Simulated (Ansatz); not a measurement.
# Zr: the change of pressure with volume scale

Periodic Kohn-Sham DFT of a crystal at fixed atoms, scaled to volume_scale times the given cell; pressure positive in compression, energy less spherical unpolarised free atoms, largest_vzz the field gradient of largest size among the nuclei. The results are calculated, by Ansatz 0.2.0.

The cell before it is scaled or strained (space group Im-3m, No. 229):
```
Zr
1.0
     -1.7874     1.7874     1.7874
      1.7874    -1.7874     1.7874
      1.7874     1.7874    -1.7874
Zr
1
Direct
  0.00000 0.00000 0.00000
```

Settings of every row: method frozen-core PAW; functional PBE; relativity scalar; k mesh 16x16x16; filling fermi-dirac; smearing width 0.05 eV; wave cutoff 420 eV; paw set soft_2.

Atom start moment: 0 on all atoms.

Limits: the cell comes from a prototype or a list of computed structures and needn't be the stable phase.

| row | volume scale | V (Å³/atom) | pressure (GPa) |
| --- | --- | --- | --- |
| 1 | 0.95 | 21.699 | 4.871 |
| 2 | 0.975 | 22.27 | ? |
| 3 | 1 | 22.843 | -0.001 |
| 4 | 1.025 | 23.413 | -2.091 |
| 5 | 1.05 | 23.984 | -3.98 |

Question: what pressure should row 2 give?

Worked fit of pressure. Take u = (V_r/V)^(2/3) − 1 with V_r = 23.128 Å³ an atom, which is twice the finite (Eulerian) strain; such expansions in the strain, on which the Birch-Murnaghan equation of state is built, carry the rest volume and the bulk modulus. The shown rows have u = 0.04344, 0.0083, -0.00813, -0.02394. Least squares give pressure = −1.0718 + 126.948 × u + 227.05 × u² GPa; a straight line predicts inner rows, each left out in turn, worse (root mean square 0.16 against 0.0043 GPa). The rows lie off it by 0.000, 0.001, -0.002, 0.001. The pressure vanishes at u = 0.0083, or V = 22.84 Å³ an atom, and there the bulk modulus at fixed shape and fractions is B = −V dP/dV = (2/3)(1 + u) dP/du = 87.9 GPa. The withheld row has u = 0.02552, so the fit gives −1.0718 + 126.948 × (0.02552) + 227.05 × (0.02552)² = 2.316 GPa.

The calculation gave 2.314 GPa. The fit lies 0.002 GPa (0.023 % of the column's range) above it; its largest miss of a shown row is 0.002 GPa.
